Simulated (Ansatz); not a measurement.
# KBr: the cost of one run

Program: Ansatz 0.2.0. Level of theory: DFT PBE, scalar-relativistic, plane waves, PAW. These are calculated values, not measurements.

The COD entry's cell or inner coordinates are ideal or old and differ from later refinements, so a difference from it is no clean test against experiment.

1 further run of the same task is left out (set aside as unsound or not needed).

## (1) The structure to begin with

Symmetry: Fm-3m, No. 225, cubic system. Conventional cell: a = 6.585 Å, b = 6.585 Å, c = 6.585 Å, α = 90.00°, β = 90.00°, γ = 90.00°. Around K (site symmetry m-3m) lie 6 Br at 3.29 Å. Around Br (site symmetry m-3m) lie 6 K at 3.29 Å.

As a file:

```xyz
2
Lattice="0.0000 3.2925 3.2925 3.2925 0.0000 3.2925 3.2925 3.2925 0.0000" Properties=species:S:1:pos:R:3 pbc="T T T"
K     0.0000    0.0000    0.0000
Br    3.2925    3.2925    3.2925
```

The structure comes from the Crystallography Open Database.

## (2) A single atom displaced

The change: atom 1 (K) moved by 0.22 Å.

Input file input.yaml:

```yaml
crystal:
  lattice:
    - [0.0, 3.2925, 3.2925]
    - [3.2925, 0.0, 3.2925]
    - [3.2925, 3.2925, 0.0]
  atoms:
    - { symbol: K, position: [0.0452908125, 0.0100136674, -0.0054153379] }
    - { symbol: Br, position: [0.5, 0.5, 0.5] }
basis:
  ecutwfc: 420
kpoints:
  mp_grid: { grid: [6, 6, 6] }
hamiltonian:
  xc: pbe
scf:
  occupations: { method: gaussian, width: 0.02 }
output:
  forces: true
  stress: true
  eigenvalues: true
```

Started as:

```console
$ ansatz run input.yaml --threads 1 --pin off --max-ram 1331MiB --backend cpu --events-out ev --progress --plain --runs-dir out
```

What time and memory should one allow on 1 thread of an x86-64 CPU, shared host?

About 16 s, with a peak of 0.42 GiB.
